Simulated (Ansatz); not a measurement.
Gas-phase electronic energies from Ansatz, PBE0-D4/def2-TZVP geometries. CCSD(T)/CBS is the MP2 limit (def2-TZVPP, def2-QZVPP) plus CCSD(T) − MP2 in def2-TZVPP, frozen cores. This one scheme is used for every species. DFT in def2-TZVPP. B3LYP here is the variant with VWN-RPA as its local correlation; programs differ in this. One conformer a species, not always the lowest.

Consider the silylene formation by 1,1-elimination: `C[SiH2]OC(C)=O` → `CC(=O)O` + `C[SiH]`.

Q: Is it downhill or uphill in electronic energy at CCSD(T)/CBS, and by how much? (Best estimate.)

A: The calculation gave: Uphill: ΔE = +77.2 kcal/mol.

Q: What do these levels give: PBE-D4, r2SCAN-D4, B3LYP-D4, ωB97X-V, ωB97M-V, B2PLYP, PBE, B3LYP, SCS-MP2/def2-TZVPP, HF/def2-QZVPP, MP2/def2-QZVPP, SCS-MP2/def2-QZVPP? (Best estimate.)

A: Computed: PBE-D4 73.8, r2SCAN-D4 80.5, B3LYP-D4 75.7, ωB97X-V 79.1, ωB97M-V 75.8, B2PLYP 75.9, PBE 71.6, B3LYP 72.2, SCS-MP2/def2-TZVPP 78.4, HF/def2-QZVPP 76.2, MP2/def2-QZVPP 81.4, SCS-MP2/def2-QZVPP 79.3 kcal/mol.

Largest T1 diagnostic among the species: 0.015.

From PBE to PBE0 (25 % exact exchange), in def2-TZVPP and without D4, ΔE moves by +3.6 kcal/mol. The D4 term adds +3.4 kcal/mol with B3LYP and +1.9 kcal/mol with PBE0; it sums over pairs of atoms, weighted by their polarisabilities, and B3LYP, whose exchange is more repulsive, gets the larger term.
